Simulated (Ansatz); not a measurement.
# SrCl2 (fluorite): other levels of theory at one geometry

The task here is to estimate one member of a computed series from the others.

Method: DFT at several levels, plane waves, PAW, in Ansatz 0.2.0.

## The starting structure

It takes space group Fm-3m (No. 225, cubic). Conventional cell: a = 7.041 Å, b = 7.041 Å, c = 7.041 Å, α = 90.00°, β = 90.00°, γ = 90.00°. Around Sr (site symmetry m-3m) lie 8 Cl at 3.05 Å. Cl (site symmetry -43m) is surrounded by 4 Sr at 3.05 Å.

Coordinates:

```cif
data_structure
_symmetry_space_group_name_H-M 'P 1'
_symmetry_Int_Tables_number 1
_cell_length_a 4.9789
_cell_length_b 4.9789
_cell_length_c 4.9789
_cell_angle_alpha 60.000
_cell_angle_beta 60.000
_cell_angle_gamma 60.000
_cell_volume 87.27
loop_
_atom_site_label
_atom_site_type_symbol
_atom_site_fract_x
_atom_site_fract_y
_atom_site_fract_z
_atom_site_occupancy
Sr1 Sr 0.00000 0.00000 0.00000 1
Cl1 Cl 0.25000 0.25000 0.25000 1
Cl2 Cl 0.75000 0.75000 0.75000 1
```

This cell comes from an earlier session at PBE: 29.091 Å³/atom at 0.00 GPa, on a 8×8×8 mesh, gap on the mesh 5.24 eV.

Levels to run: PBE+SOC; r²SCAN; PBEsol; LDA; HSE06. Hardware: 2 threads of an Arm CPU, shared host.

The first run:

File input.yaml:

```yaml
crystal:
  lattice:
    - [0.0, 3.520605955, 3.520605955]
    - [3.520605955, 0.0, 3.520605955]
    - [3.520605955, 3.520605955, 0.0]
  atoms:
    - { symbol: Sr, position: [0.0, 0.0, 0.0] }
    - { symbol: Cl, position: [0.25, 0.25, 0.25] }
    - { symbol: Cl, position: [0.75, 0.75, 0.75] }
basis:
  ecutwfc: 420
  ecutrho_ratio: 4
kpoints:
  mp_grid: { grid: [8, 8, 8] }
hamiltonian:
  xc: pbe
scf:
  occupations: { method: gaussian, width: 0.05 }
output:
  forces: true
  stress: true
  eigenvalues: true
  populations: true
  dos: { projected: true, de: 0.02 }
magnetization:
  noncollinear: true
  spin_orbit: true
```

Steps of the session up to this table: PBE+SOC; r²SCAN; PBEsol; LDA; HSE06.

One table of the session follows, with a row left open; its other results are not shown here.

| level | gap on the mesh (eV) | pressure (GPa) |
| --- | --- | --- |
| PBE | 5.24 | 0.0 |
| LDA | ? | ? |
| PBEsol | 5.04 | -1.9 |
| PBE+SOC | 5.24 | 0.0 |
| r²SCAN | 5.86 | -0.7 |
| HSE06 | 6.51 | -0.5 |

Q: Estimate the row for LDA from the others.

The run gave: gap on the mesh (eV): 4.78; pressure (GPa): -3.6. In the column «gap on the mesh (eV)» it is the lowest.

The pressure runs from -3.6 GPa (LDA) to 0.0 GPa (PBE); a negative pressure means that level wants a smaller cell, a positive one a larger cell. The gap is widest with HSE06 (6.51 eV) and narrowest with LDA (4.78 eV). Total energies of different levels have different zeros and can't be compared.

Caveats from the session: Warnings in the runs' records: stress scf threshold loose, stress exchange threshold loose.
